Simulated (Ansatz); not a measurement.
# Ir (Fm-3m) in Ansatz: a series of runs

The runs below take Ir through single point, with PBE.

All numbers are computed with Ansatz 0.2.0; they aren't measurements. Logs are shortened: lines on timing, memory, paths and dates and some standing lists are left out, and cuts for length are marked.

## Step 1: Starting point

Symmetry: Fm-3m, No. 225, cubic system. The conventional cell has a = 3.831 Å, b = 3.831 Å, c = 3.831 Å, α = 90.00°, β = 90.00°, γ = 90.00°. Ir (site symmetry m-3m) has 12 Ir at 2.71 Å as nearest neighbours.

## Step 2: Single point, PBE

Contents of input.yaml:

```yaml
crystal:
  lattice:
    - [0.0, 1.9156, 1.9156]
    - [1.9156, 0.0, 1.9156]
    - [1.9156, 1.9156, 0.0]
  atoms:
    - { symbol: Ir, position: [0.0, 0.0, 0.0] }
hamiltonian:
  xc: pbe
  pseudopotentials: { kind: paw }
kpoints:
  mp_grid: { grid: [12, 12, 12] }
scf:
  occupations: { method: gaussian, width: 0.016 }
output:
  forces: true
  stress: true
  eigenvalues: true
  write_density: true
  write_potential: true
  elf: true
  volumetric_format: npy
```

Potentials or basis: Ansatz PAW.

Command:

```bash
$ ansatz run input.yaml --threads 2 --pin off --max-ram 5632MiB --backend cpu --events-out ev --progress --plain --runs-dir out
```

Standard output:

```text
Warning: RAYON_NUM_THREADS=2 ignored (pool sized by the plan → 2); use --threads N
Engine: ansatz 0.2.0, aarch64-unknown-linux-gnu
Pseudopotentials: kind: paw
Pseudopotential: Ir, paw, valence charge 17, recommended cutoff 420 eV (normal), Ir.paw.azcp
Functional definition: PBE
  parameter kappa = 0.804
  parameter beta = 0.06672455060314922
  exchange = pbe_x(kappa = kappa, mu = beta*pi^2/3)
  correlation = pbe_c(beta = beta)
Crystal: 1 atoms, lattice volume = 14.059 Å³
Basis set: ecut = 420 eV, 283 PW (Γ), exchange–correlation on 40×40×40 points (8 copies of the dense FFT grid, shifted against one another)
Bands: 13, of which v1, the nominal top of the filled ones, is band 9 counted from 1 (8 counted from 0)
Symmetry: 48 space group operations
Space group: Fm-3m (ITA 225), of the structure as read, at distance tolerance 2.4e-5 Å
k-points: 72 of 1728
Non-local potential: Ir, projectors of the file, l = 0: 3, l = 1: 2, l = 2: 2, l = 3: 1
PAW form: soft (Blöchl's): semilocal exchange-correlation on the pseudo side does not see the compensation charge
PAW one-centre angular grid: Ir, 590 points (default); XC on 64 Gauss nodes
Initial density: superposition of atomic densities (neutral atoms: chi_scale 0, normalization atom), corrected by the library's trained network
Initial wavefunctions: pseudopotential atomic-orbital guess
Functional: x = pbe(κ = 0.804, μ = 0.2195149727645171), c = pbe(β = 0.06672455060314922)
SCF iter   1: F=—  HF=-11935.312040 eV  |F-HF|=—  |Δ(HF+E_count)|=         —  Δρ=4.48e-3  dr2=4.72e-4  ethr=1.77e-3  ⟨swp⟩=5.9  Hψ=4866  notcnv=0
preconditioner: auto → none  [insulator: Δε(μ)=0.023 eV  Ē_g=14.309 eV  σ=0.016 eV  W_gap=0.63  n_scr=0 (ndim 8)  ℏωp=29.7 eV  f_vac=0.000  D(μ)=1.18/eV (n_scr^D=14)  ε∞_Penn≈5.3]
SCF iter   2: F=—  HF=-11935.312621 eV  |F-HF|=—  |Δ(HF+E_count)|=   5.81e-4  Δρ=2.29e-3  dr2=1.21e-4  ethr=2.78e-6  ⟨swp⟩=2.1  Hψ=2106  notcnv=0  defer=35
SCF iter   3: F=—  HF=-11935.312905 eV  |F-HF|=—  |Δ(HF+E_count)|=   2.84e-4  Δρ=5.29e-4  dr2=3.41e-5  ethr=7.12e-7  ⟨swp⟩=2.0  Hψ=1374  notcnv=0  defer=35
SCF iter   4: F=—  HF=-11935.312894 eV  |F-HF|=—  |Δ(HF+E_count)|=   1.07e-5  Δρ=1.19e-4  dr2=1.40e-6  ethr=2.01e-7  ⟨swp⟩=2.4  Hψ=1281  notcnv=0  defer=35
iter 5 did not close the SCF: its close was put off for the readings that it lacked (scf_convergence_deferred on its scf_iter line)
SCF iter   5: F=-11935.312894 eV  HF=-11935.312894 eV  |F-HF|=3.46e-9  |Δ(HF+E_count)|=   2.37e-7  Δρ=2.13e-5  dr2=2.13e-8  ethr=8.25e-9  ⟨swp⟩=2.2  Hψ=1233  notcnv=0  defer=35
SCF iter   6: F=-11935.312894 eV  HF=-11935.312894 eV  |F-HF|=1.09e-11  |Δ(HF+E_count)|=   5.79e-9  Δρ=6.30e-7  dr2=1.13e-11  ethr=1.25e-10  ⟨swp⟩=6.1  Hψ=4887  notcnv=0
SCF 1 converged in 6 iterations: F = -11935.312894 eV  dr2 = 1.13e-11
SCF converged after 6 iterations
Free energy (F): -11935.312894 eV
Harris-Foulkes:  -11935.312894 eV  (|F-HF|=1.09e-11)
Internal energy: -11935.312739 eV  (E = F + TS)
E sigma→0 (E₀):  -11935.312817 eV
Entropy (-TS):   -0.000155 eV (-0.155 meV/atom)
Fermi energy:    26.060353 eV
--- Per-component energies (eV) ---
  E_band       = -79.492930
  E_kinetic    = 623.797473
  E_local      = -1056.310529  (includes V_loc(G=0)·N_el)
  E_nonlocal   = 72.589633
  E_hartree    = 406.494473
  E_xc         = -268.371135
  E_vxc        = -300.647611  (∫ρ·V_xc dr)
  E_paw        = -9223.445331  (= ΣΔE_a)
  E_vpaw       = -231.910793  (= ΣTr[D̂ρ^β])
  E_aug_tail   = 0.000053  (compensation charges beyond the density's cutoff)
  E_ewald      = -2490.067375
  E_smearing   = -0.000155  (= −TS)
  E_closure    = 0.000000  (closes the sum)
  Σ components = -11935.312894   (vs F -11935.312894, Δ=0.00e0)
--- Forces (eV/Å), atoms counted from 1 ---
  atom   1  Ir     0.00000000    -0.00000000     0.00000000
  max |Σ_I F_I| component: 4.31e-32 eV/Å
--- Stress (GPa, compression-positive) ---
       11.112222       0.000000      -0.000000
        0.000000      11.112222       0.000000
       -0.000000       0.000000      11.112222
  P = ⅓ Tr σ = 11.1122 GPa (111.122 kbar)
--- Band table (eV; the first three rows and the last of 72) ---
  k-point 0: bands = ["-66.8665", "-23.3430", "-23.3430", "-23.3430", "14.8390", "22.1029", "22.1029", "22.1029", "24.8213", "24.8213", "39.6175", "45.1600", "45.1600"]
  k-point 1: bands = ["-66.8619", "-23.3993", "-23.3507", "-23.3507", "15.1493", "21.9404", "22.2335", "22.2335", "24.7382", "24.7382", "40.1497", "43.8755", "45.6783"]
  k-point 2: bands = ["-66.8495", "-23.5515", "-23.3717", "-23.3717", "15.9985", "21.6146", "22.4987", "22.4987", "24.6579", "24.6579", "41.2588", "41.9198", "47.1411"]
  k-point 71: bands = ["-66.7759", "-23.8770", "-23.8770", "-23.6505", "19.6965", "21.1046", "21.1046", "24.1937", "27.5463", "34.2385", "35.1050", "35.1050", "39.3869"]
```

rho_z.tsv:

```text
# z_ang	rho[e/angstrom^3]
# format = ansatz-planar-average/11
# lattice	0.000000000	1.915600000	1.915600000
# lattice	1.915600000	0.000000000	1.915600000
# lattice	1.915600000	1.915600000	0.000000000
# sites	1
# site	77	0.000000000	0.000000000	0.000000000
0.000000	2.231553e0
0.135453	2.181396e0
0.270907	2.027342e0
0.406360	1.771008e0
0.541814	1.442017e0
0.677267	1.099097e0
[... 12 lines left out ...]
2.438161	2.027342e0
2.573614	2.181396e0
```

Run time: 0.71 s. Hardware: 2 threads of Arm Neoverse V1, shared host; peak memory 0.26 GiB.

What came out:

| Property | Result |
| --- | --- |
| Free energy | -11935.3129 eV |
| Pressure | 11.1 GPa |
| Band gap on the k mesh | none (metal or under the smearing width) |

Levels at points of the mesh, in eV from the Fermi level:
```tsv
k point	band 6	band 7	band 8	band 9	band 10	band 11
(0.00, 0.00, 0.00)	-3.96	-3.96	-3.96	-1.24	-1.24	13.56
(0.00, 0.00, -0.50)	-4.07	-4.07	-0.82	0.89	0.89	7.32
(0.00, -0.50, -0.50)	-7.45	0.85	1.48	1.48	1.65	10.59
```

Spin-orbit coupling is left out, which matters for the levels of Ir.

## Step 3: Single point, PBE

Edit input.yaml of step 2 so:

```diff
@@ -13,3 +13,3 @@
 scf:
-  occupations: { method: gaussian, width: 0.016 }
+  occupations: { method: gaussian, width: 0.017 }
 output:
```

Potentials or basis: Ansatz PAW.

Command:

```bash
$ ansatz run input.yaml --threads 2 --pin off --max-ram 5632MiB --backend cpu --events-out ev --progress --plain --runs-dir out
```

Run time: 0.72 s. Hardware: 2 threads of Arm Neoverse V1, shared host; peak memory 0.26 GiB.

The run converged. Its results:

- Free energy: -11935.3129 eV
- Pressure: 11.1 GPa
- Band gap on the k mesh: none (metal or under the smearing width)

Levels at points of the mesh, in eV from the Fermi level:
| k point | band 4 | band 5 | band 6 | band 7 | band 8 | band 9 | band 10 | band 11 | band 12 | band 13 |
| --- | --- | --- | --- | --- | --- | --- | --- | --- | --- | --- |
| (0.00, 0.00, 0.00) | -49.40 | -11.22 | -3.96 | -3.96 | -3.96 | -1.24 | -1.24 | 13.56 | 19.10 | 19.10 |
| (0.00, 0.00, -0.50) | -49.52 | -8.20 | -4.07 | -4.07 | -0.82 | 0.89 | 0.89 | 7.32 | 13.22 | 19.12 |
| (0.00, -0.50, -0.50) | -49.70 | -8.03 | -7.45 | 0.85 | 1.48 | 1.48 | 1.65 | 10.59 | 11.48 | 11.48 |

The run has no spin-orbit coupling, so splittings on Ir are missing.
